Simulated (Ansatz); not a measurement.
Mg under changes of volume

One of the cells (23.237 Å³/atom); the others are scaled copies at fixed shape and fractional positions:

```
Mg
1.0
     3.20930    0.00000    0.00000
    -1.60465    2.77934    0.00000
     0.00000    0.00000    5.21030
Mg
2
Direct
  0.66667 0.33333 0.75000
  0.33333 0.66667 0.25000
```

| Property | Result |
| --- | --- |
| Program | Ansatz 0.2.0 |
| Functional | PBE |
| Potentials or basis | PseudoDojo stringent (PBE files) |
| Cutoff | 1143 eV |
| Density cutoff | 4572 eV |
| k mesh | 10 × 10 × 5 |
| Occupations | fermi-dirac, width 0.05 eV |
| Spin | no spin polarisation |

| volume (Å³/atom) | energy over the lowest point (meV/atom) | pressure (GPa) |
| --- | --- | --- |
| 21.843 | ? | ? |
| 22.308 | 2.13 | 1.2 |
| 22.772 | 0.00 | 0.4 |
| 23.237 | 0.04 | -0.3 |
| 23.702 | 2.03 | -1.0 |
| 24.167 | 5.78 | -1.6 |
| 24.631 | 11.12 | -2.1 |

Problem. What does the run at 21.843 Å³/atom give?

Solution. Energy over the lowest point 6.68 meV/atom; pressure 2.0 GPa.

Worked out: A Birch-Murnaghan fit of order 3 (a polynomial in V^(-2/3)) to the other rows has its minimum at 23.00 Å³/atom with B0 = V·E''(V) = 35 GPa and B' = 4.1 at fixed shape and positions, which overstates the stiffness. It gives 6.66 meV/atom at 21.843 Å³/atom, against the run's 6.68, and -dE/dV = 2.0 GPa, against 2.0.

Energies are extrapolated to zero smearing.
